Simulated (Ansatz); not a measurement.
# Ni: one candidate structure

Where does Ni go from the start given, lonsdaleite type (P6_3/mmc, No. 194)?

Method: DFT PBE, scalar-relativistic, plane waves, PAW, in Ansatz 0.2.0.

### Step 1. The starting structure

The structure is hexagonal, space group P6_3/mmc (No. 194). The conventional cell has a = 3.113 Å, b = 3.113 Å, c = 5.137 Å, α = 90.00°, β = 90.00°, γ = 120.00°. Ni (site symmetry 3m) is surrounded by 4 Ni at 1.91 to 1.93 Å.

As a file:

```xyz
4
Lattice="3.1134 0.0000 0.0000 -1.5567 2.6963 0.0000 0.0000 0.0000 5.1371" Properties=species:S:1:pos:R:3 pbc="T T T"
Ni    0.0000    1.7975    2.2475
Ni    1.5567    0.8988    4.8161
Ni    1.5567    0.8988    2.8896
Ni    0.0000    1.7975    0.3211
```

(A quick probe on a coarse mesh, which set the mesh and smearing, is not shown.)

### Step 3. Rough relaxation on the coarse mesh

The input, input.yaml:

```yaml
crystal:
  lattice:
    - [3.1134122001, 0.0, 0.0]
    - [-1.5567061001, 2.6962940578, 0.0]
    - [0.0, 0.0, 5.1371301302]
  atoms:
    - { symbol: Ni, position: [0.3333333333, 0.6666666667, 0.4375], spin: 0.83 }
    - { symbol: Ni, position: [0.6666666667, 0.3333333333, 0.9375], spin: 0.83 }
    - { symbol: Ni, position: [0.6666666667, 0.3333333333, 0.5625], spin: 0.83 }
    - { symbol: Ni, position: [0.3333333333, 0.6666666667, 0.0625], spin: 0.83 }
basis:
  ecutwfc: 420
kpoints:
  mp_grid: { grid: [6, 6, 4] }
hamiltonian:
  xc: pbe
scf:
  occupations: { method: gaussian, width: 0.1 }
  lower_state_search: "off"
output:
  forces: true
  stress: true
  eigenvalues: true
  populations: true
magnetization:
  spin_polarized: true
relax:
  adjacent_minimum: "off"
  f_tol: 0.04
  max_steps: 70
  cell: { stress_tol: 0.4 }
```

The session goes on with these runs: relaxing cell and atoms.

What does the calculation give?

**Answer**, as computed:

| quantity | value |
| --- | --- |
| cell | a = 3.906 Å, b = 3.906 Å, c = 2.310 Å, α = 90.00°, β = 90.00°, γ = 120.00° |
| space group | P6/mmm (No. 191) |
| volume | 15.26 Å³/atom |
| gap on the mesh | none (metal) |
| largest moment | 0.66 μB |

In words: The structure ended in another space group than at the start: P6_3/mmc to P6/mmm.
